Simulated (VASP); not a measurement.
Write an ASE script for VASP 6.6.1 that does the following.

| Property | Result |
| --- | --- |
| Task | density of states |
| Functional | BLYP |
| Dispersion | D4 |
| Potentials or basis | VASP PAW PBE potentials, release 64 (Si) |
| Cutoff | 520 eV |
| k mesh | 8 × 8 × 8 |
| Occupations | gaussian, width 0.05 eV |
| Spin | no spin polarisation |
| Further INCAR settings | ALGO = Normal; EDIFF = 1.00e-06; NBANDS = 11 |

The structure of Si lies in Si.cif:

```cif
data_Si
_cell_length_a 3.81152445
_cell_length_b 3.79680500
_cell_length_c 3.81028774
_cell_angle_alpha 61.96687096
_cell_angle_beta 60.64403821
_cell_angle_gamma 62.02881117
_space_group_name_H-M_alt 'P1'
_space_group_name_Hall 'P 1'
_space_group_IT_number 1
loop_
_space_group_symop_operation_xyz
'x,y,z'
loop_
_atom_site_label
_atom_site_type_symbol
_atom_site_symmetry_multiplicity
_atom_site_Wyckoff_symbol
_atom_site_fract_x
_atom_site_fract_y
_atom_site_fract_z
_atom_site_occupancy
Si1 Si 1 a 0.5000000000 0.5000000000 0.5000000000 1
Si2 Si 1 a 0.7500000000 0.7500000000 0.7500000000 1
```

The cell isn't the ideal one: cell strained at random at fixed volume.

The input as run:

run.py

```python
from ase.calculators.vasp import Vasp
from ase.dft.dos import DOS
from ase.io import read

atoms = read('Si.cif')
calc = Vasp(
    directory='calc',
    xc='blyp',
    pp='PBE',
    setups='recommended',
    prec='Accurate',
    encut=520,
    ediff=1e-06,
    ismear=0,
    sigma=0.05,
    lreal=False,
    lasph=True,
    nelm=80,
    algo='Normal',
    isif=2,
    lwave=False,
    lcharg=False,
    ivdw=13,
    vdw_s6=1.0,
    vdw_s8=2.34076671,
    vdw_a1=0.44488865,
    vdw_a2=4.0933009,
    lorbit=11,
    kpts=[8, 8, 8],
    gamma=True,
    nbands=11,
)
atoms.calc = calc

print('energy (eV):', atoms.get_potential_energy())
print('free energy (eV):', atoms.get_potential_energy(force_consistent=True))
print('forces (eV/A):')
print(atoms.get_forces())
print('stress (eV/A^3, Voigt):', atoms.get_stress())
print('Fermi level (eV):', calc.get_fermi_level())
dos = DOS(calc, width=0.05, window=(-10, 10), npts=301)
print('E - E_F (eV), DOS (1/eV)')
for e, g in zip(dos.get_energies(), dos.get_dos()):
    print(f'{e:8.3f} {g:10.4f}')
```

Potentials or basis: VASP PAW PBE potentials, release 64 (Si).

Run with:

```sh
$ python run.py
```

It gave:

The pressure is -0.7 GPa. The largest force is 0.415 eV/Å, the band gap on the k mesh is 0.68 eV, indirect (least direct gap 2.36 eV) and the valence electrons inside the program's atomic spheres are Si 1.70. The dispersion energy per atom is -0.629 eV.

Caveat: the PAW data sets were made with another functional, which shifts forces and pressure a little.

Wall time 50 s on 1 thread of AMD EPYC 9R45 (Zen 5), with other jobs on the host, peak memory 0.18 GiB.
